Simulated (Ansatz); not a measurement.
`FC(F)(F)[TeH]` + `C[SiH2]N` → `C[SiH](N)[TeH]` + `FC(F)F`  (formal exchange of groups at a Te–C bond)

Gas-phase electronic energies from Ansatz, PBE0-D4/def2-TZVP geometries. CCSD(T)/CBS adds triple-zeta CCSD(T) − MP2 to the extrapolated MP2 energy (def2 sets, frozen cores). This one scheme is used for every species. DFT in def2-TZVPP. B3LYP here is the variant with VWN-RPA as its local correlation; programs differ in this. def2 core potentials past Kr. For Te outer-core shells are correlated without core-valence functions, which leaves a few kJ/mol of doubt a bond. Each species was taken in one conformer, which may not be the lowest.

Problem. Is it downhill or uphill in electronic energy at CCSD(T)/CBS, and by how much? (An estimate is asked.)

Solution. Computed: Downhill: ΔE = -135.9 kJ/mol.

Problem. What do these levels give: r2SCAN-D4, PBE0-D4, B3LYP-D4, ωB97X-V, B2PLYP, PBE0, MP2/def2-TZVPP, SCS-MP2/def2-TZVPP, CCSD/def2-TZVPP, CCSD(T)/def2-TZVPP, HF/CBS(def2), CCSD/CBS(def2)? (An estimate is asked.)

Solution. Ansatz gave: r2SCAN-D4 -128.6, PBE0-D4 -138.0, B3LYP-D4 -128.1, ωB97X-V -128.3, B2PLYP -130.6, PBE0 -135.0, MP2/def2-TZVPP -144.5, SCS-MP2/def2-TZVPP -137.6, CCSD/def2-TZVPP -137.1, CCSD(T)/def2-TZVPP -135.0, HF/CBS(def2) -144.4, CCSD/CBS(def2) -138.1 kJ/mol.

Largest T1 diagnostic among the species: 0.012.

From PBE to PBE0 (25 % exact exchange), in def2-TZVPP and without D4, ΔE moves by −11.6 kJ/mol. The D4 term adds −5.0 kJ/mol with B3LYP and −3.1 kJ/mol with PBE0; it sums over pairs of atoms, weighted by their polarisabilities, and B3LYP, whose exchange is more repulsive, gets the larger term.
